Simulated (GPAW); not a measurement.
Ru:

```
CELL_PARAMETERS angstrom
2.70580 0.00000 0.00000
-1.35290 2.34329 0.00000
0.00000 0.00000 4.28190
ATOMIC_POSITIONS crystal
Ru 0.66667 0.33333 0.75000
Ru 0.33333 0.66667 0.25000
```

```yaml
Program: GPAW 26.7.0
Task: relaxation of cell and atoms
Functional: BP86
Dispersion: D3(BJ)
Potentials_or_basis: PAW data sets generated in the run's folder for this functional
Cutoff: 600 eV
Basis: pw
k_mesh: 8 × 8 × 5
Occupations: fermi-dirac, width 0.05 eV
Spin: no spin polarisation
```

At the start: pressure -14.0 GPa; volume 13.57 Å³/atom.

Question: How do energy, volume and symmetry change on relaxing?

Answer: Over 4 steps the energy falls by 24.9 meV/atom and the volume is 13.00 Å³/atom (-4.2 %); space group P6_3/mmc (No. 194, to 0.05 Å).

The path:
| step | energy change (eV) | largest force (eV/Å) | pressure (GPa) | volume (Å³) |
| --- | --- | --- | --- | --- |
| 1 | 0.0000 | 0.0001 | -13.96 | 27.15 |
| 2 | -0.0417 | 0.0002 | -6.12 | 26.47 |
| 3 | -0.0497 | 0.0004 | 0.40 | 25.97 |
| 4 | -0.0498 | 0.0002 | -0.01 | 26.00 |

Final structure:
```
Ru
1.0
     2.66803    0.00000    0.00000
    -1.33402    2.31058    0.00000
     0.00000    0.00000    4.21817
Ru
2
Cartesian
  1.3340 0.7702 3.1636
  0.0000 1.5404 1.0545
```

Caveat: later steps reuse the first step's grids; pairwise dispersion overbinds metals, which lowers pressure and volume.
